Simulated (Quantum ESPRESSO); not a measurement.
# Ir (Fm-3m) in Quantum ESPRESSO: reference runs

Reference runs on Ir: the cell as given and a disturbed copy.

Program: Quantum ESPRESSO 7.5. These are calculated values, not measurements. Logs are shortened: lines on timing, memory, paths and dates and some standing lists are left out, and cuts for length are marked.

**1. The crystal as given**

It takes space group Fm-3m (No. 225, cubic). The conventional cell has a = 3.831 Å, b = 3.831 Å, c = 3.831 Å, α = 90.00°, β = 90.00°, γ = 90.00°. Ir (site symmetry m-3m) has 12 Ir at 2.71 Å as nearest neighbours.

**2. Single point, PBE**

Contents of pw.in:

```
&CONTROL
  calculation = 'scf'
  prefix = 'pwscf'
  outdir = './tmp'
  pseudo_dir = './pseudo'
  tprnfor = .true.
  tstress = .true.
  disk_io = 'low'
/
&SYSTEM
  ibrav = 0
  nat = 1
  ntyp = 1
  ecutwfc = 55
  ecutrho = 440
  nbnd = 13
  occupations = 'smearing'
  smearing = 'fd'
  degauss = 0.00367493
/
&ELECTRONS
  conv_thr = 2d-10
  electron_maxstep = 120
  mixing_beta = 0.5
/
ATOMIC_SPECIES
Ir   192.2170 Ir_pbe_v1.2.uspp.F.UPF
CELL_PARAMETERS angstrom
   0.0000000000    1.9156000000    1.9156000000
   1.9156000000    0.0000000000    1.9156000000
   1.9156000000    1.9156000000    0.0000000000
ATOMIC_POSITIONS crystal
Ir     0.0000000000    0.0000000000    0.0000000000
K_POINTS automatic
12 12 12 0 0 0
```

Contents of pp_density.in:

```
&INPUTPP
  prefix = 'pwscf'
  outdir = './tmp'
  filplot = 'density.dat'
  plot_num = 0
/
&PLOT
  nfile = 1
  filepp(1) = 'density.dat'
  iflag = 3
  output_format = 6
  fileout = 'density.cube'
/
```

Contents of pp_potential.in:

```
&INPUTPP
  prefix = 'pwscf'
  outdir = './tmp'
  filplot = 'potential.dat'
  plot_num = 11
/
&PLOT
  nfile = 1
  filepp(1) = 'potential.dat'
  iflag = 3
  output_format = 6
  fileout = 'potential.cube'
/
```

Potentials or basis: SSSP 1.3 efficiency PBE.

Command:

```
> OMP_NUM_THREADS=1 pw.x -in pw.in > pw.out
> OMP_NUM_THREADS=1 pp.x -in pp_density.in > pp_density.out
> OMP_NUM_THREADS=1 pp.x -in pp_potential.in > pp_potential.out
```

pw.out:

```text
This program is part of the open-source Quantum ESPRESSO suite
     for quantum simulation of materials; please cite
[... 6 lines left out ...]
     using ibrav=0 with symmetry is DISCOURAGED, use correct ibrav instead

     Subspace diagonalization in iterative solution of the eigenvalue problem:
     a serial algorithm will be used

     G-vector sticks info
     --------------------
     sticks:   dense  smooth     PW     G-vecs:    dense   smooth      PW
     Sum         805     397    127                14841     5209     965

     Using Slab Decomposition

     bravais-lattice index     =            0
     lattice parameter (alat)  =       5.1194  a.u.
     unit-cell volume          =      94.8727 (a.u.)^3
     number of atoms/cell      =            1
     number of atomic types    =            1
     number of electrons       =        15.00
     number of Kohn-Sham states=           13
     kinetic-energy cutoff     =      55.0000  Ry
     charge density cutoff     =     440.0000  Ry
     scf convergence threshold =      2.0E-10
     mixing beta               =       0.5000
     number of iterations used =            8  plain     mixing
     Exchange-correlation= SLA  PW   PBE  PBE
                           (   1   4   3   4   0   0   0)

     celldm(1)=   5.119396  celldm(2)=   0.000000  celldm(3)=   0.000000
     celldm(4)=   0.000000  celldm(5)=   0.000000  celldm(6)=   0.000000

     crystal axes: (cart. coord. in units of alat)
               a(1) = (   0.000000   0.707107   0.707107 )
               a(2) = (   0.707107   0.000000   0.707107 )
               a(3) = (   0.707107   0.707107   0.000000 )

     reciprocal axes: (cart. coord. in units 2 pi/alat)
               b(1) = ( -0.707107  0.707107  0.707107 )
               b(2) = (  0.707107 -0.707107  0.707107 )
               b(3) = (  0.707107  0.707107 -0.707107 )

     PseudoPot. # 1 for Ir read from file:
     Ir_pbe_v1.2.uspp.F.UPF
     Pseudo is Ultrasoft + core correction, Zval = 15.0
     Generated by new atomic code, or converted to UPF format
     Using radial grid of  983 points,  7 beta functions with:
                l(1) =   0
                l(2) =   0
                l(3) =   1
                l(4) =   1
                l(5) =   1
                l(6) =   2
                l(7) =   2
     Q(r) pseudized with  8 coefficients,  rinner =    1.400   1.400   1.400
                                                       1.400   1.400

     atomic species   valence    mass     pseudopotential
     Ir               15.00   192.21700     Ir( 1.00)

     48 Sym. Ops., with inversion, found

   Cartesian axes

     site n.     atom                  positions (alat units)
         1        Ir     tau(   1) = (   0.0000000   0.0000000   0.0000000  )

     number of k points=    72  Fermi-Dirac smearing, width (Ry)=  0.0037
                       cart. coord. in units 2pi/alat
        k(    1) = (   0.0000000   0.0000000   0.0000000), wk =   0.0011574
        k(    2) = (   0.0589256   0.0589256  -0.0589256), wk =   0.0092593
        k(    3) = (   0.1178511   0.1178511  -0.1178511), wk =   0.0092593
        k(    4) = (   0.1767767   0.1767767  -0.1767767), wk =   0.0092593
        k(    5) = (   0.2357023   0.2357023  -0.2357023), wk =   0.0092593
        k(    6) = (   0.2946278   0.2946278  -0.2946278), wk =   0.0092593
[... 64 lines left out ...]
        k(   71) = (  -0.7071068   0.2357023   0.0000000), wk =   0.0138889
        k(   72) = (  -0.7071068   0.3535534   0.0000000), wk =   0.0069444

     Dense  grid:    14841 G-vectors     FFT dimensions: (  36,  36,  36)

     Smooth grid:     5209 G-vectors     FFT dimensions: (  25,  25,  25)

     Initial potential from superposition of free atoms

     starting charge      14.5000, renormalised to      15.0000

     negative rho (up, down):  3.758E-01 0.000E+00
     Starting wfcs are   12 randomized atomic wfcs +    1 random wfcs

     Self-consistent Calculation

     iteration #  1     ecut=    55.00 Ry     beta= 0.50
     Davidson diagonalization with overlap
     ethr =  1.00E-02,  avg # of iterations =  4.4

     negative rho (up, down):  3.284E-01 0.000E+00

     total energy              =    -181.67601378 Ry
     estimated scf accuracy    <       0.64287165 Ry

     iteration #  2     ecut=    55.00 Ry     beta= 0.50
     Davidson diagonalization with overlap
     ethr =  4.29E-03,  avg # of iterations =  2.2
[... 51 lines left out ...]
     iteration #  8     ecut=    55.00 Ry     beta= 0.50
     Davidson diagonalization with overlap
     ethr =  4.78E-12,  avg # of iterations =  2.0

     negative rho (up, down):  3.172E-01 0.000E+00

     End of self-consistent calculation

          k = 0.0000 0.0000 0.0000 (   645 PWs)   bands (ev):

   -24.2258 -24.2258 -24.2258  14.0172  21.2027  21.2027  21.2027  23.9106
    23.9106  35.7125  38.7563  44.3139  44.3139

          k = 0.0589 0.0589-0.0589 (   640 PWs)   bands (ev):

   -24.2822 -24.2334 -24.2334  14.3275  21.0409  21.3328  21.3328  23.8278
    23.8278  35.7125  39.2905  43.0388  44.8367
[... 113 lines left out ...]
   -24.8903 -24.4868 -24.3399  18.0220  20.5797  21.3284  21.9942  24.5594
    27.8423  34.9732  35.7260  40.5341  42.1643

          k =-0.0589-0.2946 0.2946 (   643 PWs)   bands (ev):

   -24.7668 -24.4537 -24.3048  17.7799  20.2374  21.0816  22.2557  23.4495
    26.6042  35.7088  37.7597  41.5579  43.0840

          k = 0.0000-0.2357 0.2357 (   644 PWs)   bands (ev):

   -24.6293 -24.3883 -24.2738  16.8179  20.0993  21.5196  22.4205  22.7676
    25.3447  35.7112  39.5982  42.3997  44.7890

          k = 0.3536 0.0000 0.0000 (   649 PWs)   bands (ev):

   -24.6215 -24.3768 -24.3768  16.9992  19.2078  22.0584  23.2166  23.2166
    24.8708  35.7115  42.7638  43.1525  43.1525

          k = 0.4125 0.0589-0.0589 (   651 PWs)   bands (ev):
[... 16 lines left out ...]
   -24.8961 -24.6145 -24.4142  18.4560  19.8096  21.4268  22.8779  25.6489
    30.5907  32.2252  35.7145  39.1357  42.8443

          k =-0.0589-0.4125 0.4125 (   662 PWs)   bands (ev):

   -24.8519 -24.6327 -24.3802  18.8129  20.0616  20.8967  22.7445  24.6647
    29.2056  34.9021  35.7219  38.5116  42.8648

          k = 0.0000-0.3536 0.3536 (   656 PWs)   bands (ev):

   -24.8082 -24.5705 -24.3402  18.7813  20.1179  20.5227  22.6557  23.7249
    28.0398  35.7036  36.7929  39.6544  42.5903

          k = 0.4714 0.0000 0.0000 (   644 PWs)   bands (ev):

   -24.8082 -24.4513 -24.4513  17.5854  18.4213  22.9922  24.6002  24.6002
    25.4070  35.7105  40.3013  40.3013  41.7297

          k = 0.5303 0.0589-0.0589 (   656 PWs)   bands (ev):
[... 21 lines left out ...]
   -24.9407 -24.5056 -24.5056  17.3264  17.9025  25.3535  25.8293  25.9645
    25.9645  35.7037  37.7699  37.7699  37.9152

          k =-0.0589-0.6482 0.6482 (   658 PWs)   bands (ev):

   -24.9623 -24.5436 -24.5130  17.3526  17.9156  24.7513  25.5882  26.4385
    28.2689  35.1867  35.7343  37.4773  37.5444

          k = 0.0000-0.5893 0.5893 (   656 PWs)   bands (ev):

   -24.9284 -24.6144 -24.4966  17.6679  18.3550  23.4881  25.0234  26.2031
    30.7359  33.1158  35.7125  37.1349  38.6257

          k =-0.7071 0.0000 0.0000 (   652 PWs)   bands (ev):

   -24.9880 -24.5254 -24.5254  17.1521  17.7225  25.9912  26.6097  26.6097
    26.8727  35.6151  35.9416  36.7075  36.7075

          k = 0.2357 0.1179-0.0000 (   652 PWs)   bands (ev):

   -24.5011 -24.3250 -24.2750  15.9082  20.1603  21.8052  22.1323  22.9837
    24.4870  35.7117  41.0636  41.7812  44.7248

          k = 0.2946 0.1768-0.0589 (   647 PWs)   bands (ev):
[... 41 lines left out ...]
   -24.9029 -24.5676 -24.3931  18.5602  19.9283  21.2514  22.5613  25.3027
    29.4404  33.3680  35.7163  39.8873  41.7192

          k =-0.0589-0.2946 0.4125 (   655 PWs)   bands (ev):

   -24.8367 -24.5437 -24.3603  18.6233  20.2640  20.2950  22.7664  24.3319
    28.0282  35.6895  36.1195  40.1440  42.0649

          k = 0.0000-0.2357 0.3536 (   644 PWs)   bands (ev):

   -24.7489 -24.4741 -24.3249  18.0374  19.7478  20.8618  22.9979  23.2916
    26.6380  35.7096  38.3778  41.4832  42.9146

          k = 0.4714 0.1179 0.0000 (   656 PWs)   bands (ev):

   -24.8181 -24.4804 -24.4370  17.9258  18.6508  21.8850  24.5758  24.5938
    26.4102  35.7089  38.5994  40.0441  41.7033

          k =-0.1768-0.5303 0.6482 (   659 PWs)   bands (ev):
[... 26 lines left out ...]
   -24.9104 -24.6077 -24.5065  17.8966  18.5052  22.7869  24.7280  26.3275
    30.4998  33.7750  35.7159  37.1081  38.7269

          k =-0.0000-0.4714 0.5893 (   661 PWs)   bands (ev):

   -24.8471 -24.7003 -24.4813  18.3086  19.1659  21.8543  23.9919  25.9913
    31.8653  33.0443  35.7067  36.4969  39.8796

          k =-0.7071 0.1179 0.0000 (   650 PWs)   bands (ev):

   -24.9578 -24.5571 -24.5274  17.4682  18.0085  24.2429  25.4227  26.6112
    29.3957  34.5919  35.7268  36.5257  37.8011

          k =-0.2357-0.4714 0.7071 (   656 PWs)   bands (ev):

   -24.8312 -24.5592 -24.4105  18.8286  19.3047  20.4615  23.8588  24.5985
    28.1229  35.7019  36.6865  39.0961  41.6625

          k =-0.1768-0.4125 0.6482 (   659 PWs)   bands (ev):
[... 11 lines left out ...]
   -24.8678 -24.6210 -24.4947  18.4874  18.9730  21.3704  24.2685  25.9559
    30.1250  35.0442  35.7311  36.8019  39.6291

          k =-0.0589-0.4125 0.6482 (   662 PWs)   bands (ev):

   -24.8230 -24.7001 -24.5073  18.7379  19.4960  20.9410  23.5868  26.2811
    32.2025  33.4077  35.7089  36.3320  39.0953

          k = 0.0000-0.3536 0.5893 (   663 PWs)   bands (ev):

   -24.7897 -24.7348 -24.4846  19.0545  19.9392  20.2400  23.4219  25.9537
    31.2281  35.2303  35.4450  35.7460  39.9029

          k =-0.7071 0.2357 0.0000 (   654 PWs)   bands (ev):

   -24.8748 -24.6434 -24.5313  18.2610  18.8528  22.0377  24.1078  26.6139
    32.0006  33.6817  35.7212  35.7972  38.4053

          k =-0.7071 0.3536 0.0000 (   648 PWs)   bands (ev):

   -24.7598 -24.7598 -24.5333  18.8106  20.2156  20.2156  23.2963  26.6154
    33.4200  34.2543  34.2543  35.7208  38.5167

     the Fermi energy is    25.1481 ev

!    total energy              =    -181.78164694 Ry
     estimated scf accuracy    <          2.5E-11 Ry
     smearing contrib. (-TS)   =      -0.00034125 Ry
     internal energy E=F+TS    =    -181.78130569 Ry

     The total energy is F=E-TS. E is the sum of the following terms:
     one-electron contribution =      -6.31722734 Ry
     hartree contribution      =      17.47030899 Ry
     xc contribution           =     -50.44743337 Ry
     ewald contribution        =    -142.48695398 Ry

     convergence has been achieved in   8 iterations

     negative rho (up, down):  3.172E-01 0.000E+00

     Forces acting on atoms (cartesian axes, Ry/au):

     atom    1 type  1   force =     0.00000000    0.00000000    0.00000000

     Total force =     0.000000     Total SCF correction =     0.000000

     Computing stress (Cartesian axis) and pressure

     negative rho (up, down):  3.172E-01 0.000E+00
          total   stress  (Ry/bohr**3)                   (kbar)     P=      103.16
   0.00070127  -0.00000000   0.00000000          103.16       -0.00        0.00
  -0.00000000   0.00070127   0.00000000           -0.00      103.16        0.00
   0.00000000   0.00000000   0.00070127            0.00        0.00      103.16

=------------------------------------------------------------------------------=
   JOB DONE.
=------------------------------------------------------------------------------=
```

It took 17 s on 1 thread of Intel Xeon Platinum 8375C at 2.90GHz (Ice Lake), shared host; peak memory 0.12 GiB.

Results:

```yaml
Free_energy: -2473.2653 eV
Pressure: 10.3 GPa
Band_gap_on_the_k_mesh: none (metal or under the smearing width)
```

The run has no spin-orbit coupling, so splittings on Ir are missing.

**3. Single point, PBE (cell strained at random at fixed volume)**

Changes to pw.in since step 2:

```diff
@@ -7,3 +7,3 @@
   tstress = .true.
-  disk_io = 'low'
+  disk_io = 'nowf'
 /
@@ -28,7 +28,7 @@
 CELL_PARAMETERS angstrom
-   0.0000000000    1.9156000000    1.9156000000
-   1.9156000000    0.0000000000    1.9156000000
-   1.9156000000    1.9156000000    0.0000000000
+  -0.0090280000    1.9583660000    1.9389210000
+   1.8983890000    0.0228980000    1.9069950000
+   1.8996790000    1.9277290000    0.0216080000
 ATOMIC_POSITIONS crystal
-Ir     0.0000000000    0.0000000000    0.0000000000
+Ir    -0.0023390000   -0.0031610000   -0.0142520000
 K_POINTS automatic
```

Potentials or basis: SSSP 1.3 efficiency PBE.

Command:

```
> OMP_NUM_THREADS=1 pw.x -in pw.in > pw.out
```

Wall time 1.8 min (1 thread of Intel Xeon Platinum 8375C at 2.90GHz (Ice Lake), shared host); peak memory 0.22 GiB.

It converged, with:

```
Free energy            : -2473.2523 eV
Pressure               : 10.7 GPa
Band gap on the k mesh : none (metal or under the smearing width)
```

Stress tensor (GPa, compression positive):
```
12.93  1.25  1.76
 1.25  7.51 -8.43
 1.76 -8.43 11.70
```

Levels at points of the mesh, in eV from the Fermi level:
```tsv
k point	band 4	band 5	band 6	band 7	band 8	band 9	band 10	band 11
(0.00, 0.00, 0.00)	-11.13	-4.21	-3.88	-3.75	-1.34	-1.11	10.57	13.61
(0.00, 0.00, -0.50)	-8.12	-4.36	-3.80	-0.61	0.84	1.01	7.60	10.58
(0.00, -0.50, 0.00)	-8.12	-4.33	-3.84	-0.59	0.82	1.04	7.62	10.58
(0.00, -0.50, -0.50)	-7.99	-7.43	0.84	1.41	1.55	1.87	10.51	10.94
(-0.50, 0.00, 0.00)	-8.19	-4.12	-3.89	-0.93	0.68	0.96	7.11	10.58
(-0.50, 0.00, -0.50)	-8.00	-7.41	0.82	1.46	1.48	1.56	10.38	10.68
(-0.50, -0.50, 0.00)	-7.99	-7.42	0.79	1.41	1.56	1.78	10.49	10.85
(-0.50, -0.50, -0.50)	-8.17	-4.18	-3.86	-0.83	0.66	1.03	7.26	10.58
```
